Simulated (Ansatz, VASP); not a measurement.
# Cross-check of CdTe between VASP and Ansatz, part 2 of 2

Wanted: the spread between two codes on one cell, functional and k mesh. The cell is taken from a series of VASP runs on this material, whose earlier steps may have relaxed, scaled or displaced it; both programs get it as it stands.

VASP 6.6.1 and Ansatz 0.2.0.

So far. Step 2 (VASP: band structure, HSE06): The run ends at a pressure of 3.16 GPa.

## 3. Ansatz: band structure, HSE06

Level of this step: Ansatz beside VASP: Kohn-Sham DFT, plane waves, HSE06 (Ansatz).

Ansatz runs on its default PAW (the set named soft_2) files.

The same cell, functional, mesh and smearing now go to Ansatz, which takes its cutoff from its data sets.

The input, input.yaml:

```yaml
crystal:
  lattice:
    - [0.0, 3.205, 3.205]
    - [3.205, 0.0, 3.205]
    - [3.205, 3.205, 0.0]
  atoms:
    - { symbol: Cd, position: [0.0, 0.0, 0.0] }
    - { symbol: Te, position: [0.75, 0.75, 0.75] }
hamiltonian:
  xc: { exchange: pbe, correlation: pbe, exx: { coeff: 0.25, omega: 0.2 } }
  pseudopotentials: { kind: paw }
kpoints:
  mp_grid: { grid: [4, 4, 4] }
  band_path:
    path:
      - [0.0, 0.0, 0.0]
      - [0.5, 0.0, 0.5]
      - [0.5, 0.21429, 0.71429]
      - [0.41071, 0.33929, 0.75]
      - [0.16071, 0.16071, 0.32143]
      - [0.21429, 0.21429, 0.21429]
      - [0.55357, 0.39286, 0.55357]
      - [0.58929, 0.25, 0.66071]
      - [0.5, 0.28571, 0.71429]
      - [0.5, 0.5, 0.5]
      - [0.375, 0.375, 0.75]
      - [0.5, 0.0, 0.5]
    npoints: 1
scf:
  occupations: { method: gaussian, width: 0.02 }
  n_extra_bands: 7
output:
  forces: true
  stress: true
  eigenvalues: true
```

Launch:

```console
$ ansatz run input.yaml --threads 4 --pin off --max-ram 9216MiB --backend cpu --events-out ev --progress --plain --runs-dir out
```

Numbers of over 12 decimals in the logs are rounded to 6 here.

What it wrote:

```text
Warning: output.stress: scf.convergence.dr2_threshold = 1e-7 eV (the SCF's general default) is looser than the 2e-10 eV advised for a printed stress (1e-10 eV for each atom of the cell: 2). What an SCF threshold leaves in a stress goes as its square root, and in the free energy as the threshold itself, and one threshold admits the most on a small cell: [figures from the program's tests cut] Set scf.convergence.dr2_threshold to 2e-10 eV or tighter. The threshold is an SCF's pass mark: one that does not reach it within its budget of iterations ends unconverged, or closes short of it on a stop that the run arms, and scf.convergence.dr2_threshold's page says what that costs each kind of run
Warning: output.stress: scf.exx.energy_threshold = 1e-6 eV is looser than the 2e-8 eV advised for a stress under a hybrid functional (1e-8 eV for each atom of the cell: 2). Every SCF of the exchange loop can meet its threshold on dr2 while the loop round them stops early: no threshold on dr2 bounds what that leaves in the stress. Set scf.exx.energy_threshold to 2e-8 eV or tighter. The threshold is the loop's pass mark: a loop that does not reach it within its budget of cycles ends unconverged, and scf.exx.energy_threshold's page has the law
scf.n_extra_bands = 7 over 18 filled bands (N_el = 36.0): the run solves 25 bands
Engine: ansatz 0.2.0, aarch64-unknown-linux-gnu
Pseudopotentials: kind: paw
Pseudopotential: Cd, paw, valence charge 20, recommended cutoff 420 eV (normal), Cd.paw.azcp
Pseudopotential: Te, paw, valence charge 16, recommended cutoff 420 eV (normal), Te.paw.azcp
Functional definition: unnamed
  parameter a_1 = 0.25
  parameter omega_1 = 0.2/angstrom
  exchange = pbe_x + (-a_1)*pbe_x_sr(omega_1) + a_1*exact_x_sr(omega_1)
  correlation = pbe_c
Crystal: 2 atoms, lattice volume = 65.844 Å³
Basis set: ecut = 420 eV, 1243 PW (Γ), exchange–correlation on 64×64×64 points (8 copies of the dense FFT grid, shifted against one another)
Bands: 25, of which v1, the nominal top of the filled ones, is band 18 counted from 1 (17 counted from 0)
Symmetry: 24 space group operations
Space group: F-43m (ITA 216), of the structure as read, at distance tolerance 4.0e-5 Å
k-points: 8 of 64 (time reversal used)
Non-local potential: Cd, projectors of the file, l = 0: 3, l = 1: 2, l = 2: 2, l = 3: 1
Non-local potential: Te, projectors of the file, l = 0: 2, l = 1: 2, l = 2: 2, l = 3: 2
PAW form: soft (Blöchl's): semilocal exchange-correlation on the pseudo side does not see the compensation charge
PAW frozen core: Cd, regenerated for the run's functional, and the local potential with it (the file was generated under x = pbe(κ = 0.804, μ = 0.219515), c = pbe(β = 0.066725))
PAW frozen core: Te, regenerated for the run's functional, and the local potential with it (the file was generated under x = pbe(κ = 0.804, μ = 0.219515), c = pbe(β = 0.066725))
PAW one-centre angular grid: Cd, 590 points (default); XC on 64 Gauss nodes
PAW one-centre angular grid: Te, 590 points (default); XC on 64 Gauss nodes
Initial density: superposition of atomic densities (neutral atoms: chi_scale 0, normalization atom), corrected by the library's trained network
Initial wavefunctions: pseudopotential atomic-orbital guess
Functional: x = pbe(κ = 0.804, μ = 0.219515), c = pbe(β = 0.066725), warm-up for x = pbe(κ = 0.804, μ = 0.219515) + 0.25 (exact − pbe) at short range (hse, ω = 0.2 Å⁻¹), c = pbe(β = 0.066725)
SCF iter   1: F=—  HF=-15235.193329 eV  |F-HF|=—  |Δ(HF+E_count)|=         —  Δρ=7.89e-4  dr2=5.37e-4  ethr=1.77e-3  ⟨swp⟩=12.9  Hψ=983  notcnv=0
preconditioner: auto → none  [insulator: Δε(μ)=0.855 eV  Ē_g=13.585 eV  σ=0.020 eV  W_gap=1.00  n_scr=14 (ndim 8)  ℏωp=19.4 eV  f_vac=0.179  D(μ)=0.00/eV (n_scr^D=0)]
iter 2 solved again at ethr=3.42e-8 eV; its pass at ethr=1.49e-6 eV (dr2=1.23e-5 eV) is discarded
SCF iter   2: F=-15235.193545 eV  HF=-15235.193494 eV  |F-HF|=5.10e-5  |Δ(HF+E_count)|=   1.65e-4  Δρ=1.72e-4  dr2=1.24e-5  ethr=3.42e-8  ⟨swp⟩=2.8  Hψ=978  notcnv=0  defer=1
SCF 1 stopped early in 2 iterations: F = -15235.193545 eV  dr2 = 1.24e-5
  greatest PAW one-centre occupation: 1.000 electrons in one spin orbital (limit 2), on the Cd atom at site 0 (counted from 0), in its partial waves of l = 0
Initial density: handed on by an earlier stage of this run
Initial wavefunctions: those handed on with the density
Functional: x = pbe(κ = 0.804, μ = 0.219515) + 0.25 (exact − pbe) at short range (hse, ω = 0.2 Å⁻¹), c = pbe(β = 0.066725)
Exchange kernel: α = 0.2500, screened, ω = 0.2000 Å⁻¹, Wigner–Seitz truncation, v(0) = 1119.7470 eV·Å³, q-mesh 4×4×4, nearest image of the exchange supercell L = 18.13 Å, pair-density grid 18×18×18, without the augmentation charges, whose exchange is taken in its separable form by FFT convolution over the k-point mesh (sized by the pseudopotential files, 25×25×25 at the most), smooth part of the exact exchange by density-matrix convolution
Frozen-core exchange: fock
SCF iter   1: F=—  HF=-15243.542936 eV  |F-HF|=—  |Δ(HF+E_count)|=         —  Δρ=5.82e-3  dr2=1.68e-2  ethr=3.45e-7  ⟨swp⟩=7.8  Hψ=966  notcnv=0
preconditioner: auto → none  [insulator: Δε(μ)=1.726 eV  Ē_g=15.530 eV  σ=0.020 eV  W_gap=1.00  n_scr=14 (ndim 8)  ℏωp=19.4 eV  f_vac=0.179  D(μ)=0.00/eV (n_scr^D=0)]
SCF iter   2: F=—  HF=-15243.538679 eV  |F-HF|=—  |Δ(HF+E_count)|=   4.26e-3  Δρ=2.07e-3  dr2=1.77e-3  ethr=3.45e-7  ⟨swp⟩=4.0  Hψ=637  notcnv=0
SCF iter   3: F=—  HF=-15243.545155 eV  |F-HF|=—  |Δ(HF+E_count)|=   6.48e-3  Δρ=1.43e-3  dr2=7.67e-4  ethr=3.45e-7  ⟨swp⟩=4.0  Hψ=648  notcnv=0
SCF iter   4: F=—  HF=-15243.545053 eV  |F-HF|=—  |Δ(HF+E_count)|=   1.02e-4  Δρ=4.47e-4  dr2=7.58e-5  ethr=3.45e-7  ⟨swp⟩=3.0  Hψ=415  notcnv=0
SCF iter   5: F=—  HF=-15243.545162 eV  |F-HF|=—  |Δ(HF+E_count)|=   1.09e-4  Δρ=1.34e-4  dr2=9.71e-6  ethr=1.77e-7  ⟨swp⟩=3.2  Hψ=396  notcnv=0  defer=1
SCF iter   6: F=-15243.545160 eV  HF=-15243.545160 eV  |F-HF|=4.57e-8  |Δ(HF+E_count)|=   2.23e-6  Δρ=1.56e-5  dr2=1.23e-6  ethr=2.38e-8  ⟨swp⟩=3.0  Hψ=415  notcnv=0
SCF 2 stopped early in 6 iterations: F = -15243.545160 eV  dr2 = 1.23e-6
hybrid outer 1: dexx = +7.942e-3 eV, tail = 6.71e-5 eV
Exchange kernel: α = 0.2500, screened, ω = 0.2000 Å⁻¹, Wigner–Seitz truncation, v(0) = 1119.7470 eV·Å³, q-mesh 4×4×4, nearest image of the exchange supercell L = 18.13 Å, pair-density grid 18×18×18, without the augmentation charges, whose exchange is taken in its separable form by FFT convolution over the k-point mesh (sized by the pseudopotential files, 25×25×25 at the most), smooth part of the exact exchange by density-matrix convolution
Frozen-core exchange: fock
SCF iter   1: F=—  HF=-15243.545305 eV  |F-HF|=—  |Δ(HF+E_count)|=         —  Δρ=4.66e-5  dr2=9.64e-7  ethr=9.33e-7  ⟨swp⟩=4.6  Hψ=468  notcnv=0
preconditioner: auto → none  [insulator: Δε(μ)=1.784 eV  Ē_g=15.465 eV  σ=0.020 eV  W_gap=1.00  n_scr=14 (ndim 8)  ℏωp=19.4 eV  f_vac=0.184  D(μ)=0.00/eV (n_scr^D=0)]
SCF iter   2: F=—  HF=-15243.545305 eV  |F-HF|=—  |Δ(HF+E_count)|=   1.35e-7  Δρ=1.59e-5  dr2=1.44e-7  ethr=2.59e-9  ⟨swp⟩=3.4  Hψ=493  notcnv=0
SCF iter   3: F=—  HF=-15243.545305 eV  |F-HF|=—  |Δ(HF+E_count)|=   2.94e-8  Δρ=4.67e-6  dr2=2.24e-8  ethr=3.11e-10  ⟨swp⟩=3.2  Hψ=417  notcnv=0
SCF iter   4: F=-15243.545305 eV  HF=-15243.545305 eV  |F-HF|=6.54e-9  |Δ(HF+E_count)|=   1.36e-7  Δρ=2.40e-6  dr2=7.59e-9  ethr=1.09e-11  ⟨swp⟩=4.6  Hψ=654  notcnv=0  defer=1
SCF 3 converged in 4 iterations: F = -15243.545305 eV  dr2 = 7.59e-9
  Residual-converged pass: ⟨swp⟩=2.1  Hψ=279  notcnv=0  max |occ|·‖R‖ = 2.3e-6 eV (tolerance 2.4e-6 eV)  dr2=7.59e-9  dr2_onsite=7.34e-10  max |Δocc| = 0.0e0
hybrid outer 2: dexx = +3.028e-7 eV, tail = 3.86e-8 eV, Δε = 2.40e-3 eV (about 1.01e-4 eV left of the loop's levels)
NSCF: frozen V_eff on 12 k-points
hybrid SCF converged: 2 outer / 10 inner (+2 warm-up), last move |dexx| = 3.03e-7 eV, tail = 3.86e-8 eV
Stability not checked: this state was not tested for a lower state beside it, because the functional holds exact exchange (a hybrid, or Hartree-Fock), whose exchange loop this test does not read (fock_operator; see scf.lower_state_search)
Free energy (F): -15243.545305 eV
Frozen-core exchange: fock
Harris-Foulkes:  -15243.545305 eV  (|F-HF|=6.54e-9)
Internal energy: -15243.545305 eV  (E = F + TS)
E sigma→0 (E₀):  -15243.545305 eV
Fermi energy:    8.343450 eV
--- Per-component energies (eV) ---
  E_band       = -865.795190
  E_kinetic    = 687.346501
  E_local      = -5350.359823  (includes V_loc(G=0)·N_el)
  E_nonlocal   = -277.208397
  E_hartree    = 2709.333088
  E_xc         = -241.238600
  E_vxc        = -259.479116  (∫ρ·V_xc dr)
  E_exx        = -134.177643  (= α·E_x^exact, valence–valence)
  E_paw        = -8681.712433  (= ΣΔE_a)
  E_vpaw       = -816.402580  (= ΣTr[D̂ρ^β])
  E_aug_tail   = -0.000209  (compensation charges beyond the density's cutoff)
  E_ewald      = -3954.745301
  E_core_change = -0.782487  (= ΣΔE_core)
  E_smearing   = -0.000000  (= −TS)
  E_closure    = -0.000000  (closes the sum)
  Σ components = -15243.545305   (vs F -15243.545305, Δ=0.00e0)
--- Forces (eV/Å), atoms counted from 1 ---
  atom   1  Cd    -0.00000000    -0.00000000    -0.00000000
  atom   2  Te     0.00000000    -0.00000000    -0.00000000
  max |Σ_I F_I| component: 1.53e-16 eV/Å
--- Stress (GPa, compression-positive) ---
        3.526363       0.000000      -0.000000
       -0.000000       3.526363       0.000000
       -0.000000       0.000000       3.526363
  P = ⅓ Tr σ = 3.5264 GPa (35.264 kbar)
--- Band table (eV; the first three rows and the last of 8) ---
  k-point 0: bands = [... 14 lower, -2.0160, 7.4511, 7.4511, 7.4511, 9.2355, 12.9175, 12.9175, 12.9175, ... 3 higher]
  k-point 1: bands = [... 14 lower, -2.0171, 4.5041, 6.9656, 6.9656, 10.3835, 13.5206, 13.5206, 13.7993, ... 3 higher]
  k-point 2: bands = [... 14 lower, -1.5254, 2.5052, 6.5692, 6.5692, 10.1665, 13.5143, 13.5143, 15.4263, ... 3 higher]
  k-point 7: bands = [... 14 lower, -1.2281, 2.8361, 4.8038, 4.9687, 12.8522, 12.8883, 14.0326, 14.5965, ... 3 higher]
```

Wall time 28 s (4 threads of Arm Neoverse V2, shared host); peak memory 0.85 GiB; 94 s of CPU time.

The column dr2 measures how far the density is from self-consistency, as an energy; F and HF (Harris–Foulkes) agree once it is small.

## 4. Differences

Known differences besides the potentials themselves: exact exchange at q = 0 is treated differently, which shows on coarse meshes; VASP keeps PBE cores, Ansatz makes them for the functional; the data sets hold 36 valence electrons in Ansatz (default PAW (the set named soft_2) files) and 18 in VASP; the cutoff is 420 eV in Ansatz and 400 eV in VASP; VASP takes a coarser grid for exact exchange (PRECFOCK = Fast). Total energies have different zeros and are not compared.

Compared:

| quantity | Ansatz | VASP | difference |
| --- | --- | --- | --- |
| pressure (GPa) | 3.53 | 3.16 | +0.36 |
| pressure without Ansatz's Pulay correction (GPa) | 3.43 | 3.16 | +0.27 |
| gap over the path points (eV) | 1.784 | 1.690 | +0.094 |

Levels at points of the path, from each program's valence-band top (eV; 4 filled, then empty):

```
k (reciprocal lattice)                                   Ansatz                                     VASP
     0.000 0.000 0.000      -9.47 0.00 0.00 0.00 1.78 5.47 5.47      -9.42 0.00 0.00 0.00 1.69 5.47 5.47
     0.500 0.000 0.500  -8.77 -4.78 -2.12 -2.12 3.23 3.47 10.16  -8.74 -4.79 -2.13 -2.13 3.21 3.48 10.22
     0.500 0.214 0.714   -8.68 -4.62 -2.62 -2.47 5.16 5.22 6.91   -8.66 -4.63 -2.63 -2.47 5.16 5.23 6.87
     0.411 0.339 0.750   -8.72 -4.64 -2.87 -1.88 3.89 5.48 7.96   -8.69 -4.65 -2.88 -1.88 3.88 5.49 7.95
     0.161 0.161 0.321   -9.44 -2.81 -1.32 -0.36 3.64 5.52 6.07   -9.39 -2.83 -1.32 -0.37 3.59 5.52 6.06
     0.214 0.214 0.214   -9.47 -2.46 -0.39 -0.39 2.92 5.98 5.99   -9.42 -2.48 -0.39 -0.39 2.87 5.98 5.99
     0.554 0.393 0.554   -8.90 -4.80 -1.89 -1.16 3.67 5.59 6.74   -8.87 -4.81 -1.90 -1.16 3.65 5.60 6.73
     0.589 0.250 0.661   -8.72 -4.64 -2.87 -1.88 3.89 5.48 7.96   -8.69 -4.65 -2.88 -1.88 3.88 5.49 7.95
     0.500 0.286 0.714   -8.70 -4.60 -2.76 -2.26 5.14 5.57 6.50   -8.67 -4.61 -2.77 -2.26 5.15 5.58 6.48
     0.500 0.500 0.500   -8.98 -4.95 -0.88 -0.88 2.71 6.06 6.06   -8.94 -4.95 -0.88 -0.88 2.68 6.06 6.06
```

Among the levels compared at these points, filled levels agree within 46 meV and empty ones within 94 meV. Ansatz's pressure holds a Pulay correction of 0.10 GPa; VASP's holds none.

## 5. What came out

```
difference in gap over the path points (band structure, HSE06) : 0.094 eV
```

What this shows: The difference in gap over the path points is 0.094 eV (band structure, HSE06), beyond the 0.08 eV picked in this series as the mark of a large difference. Such differences can come from data sets, numerical settings and the points named under the comparisons, not from the functional's error against experiment.

[Lines on the potential files, build, host, timing and source positions are cut from VASP's logs without a mark.]

[Logs are printed without paths, hosts, clocks, repeated set-up lines and the standing remarks that a program may print on its own settings, such as how far it seeks lower states.]

[Hosts, paths, dates, database ids (printed as entryN), source tags and the programs' standing remarks are cut or masked in the printed files.]
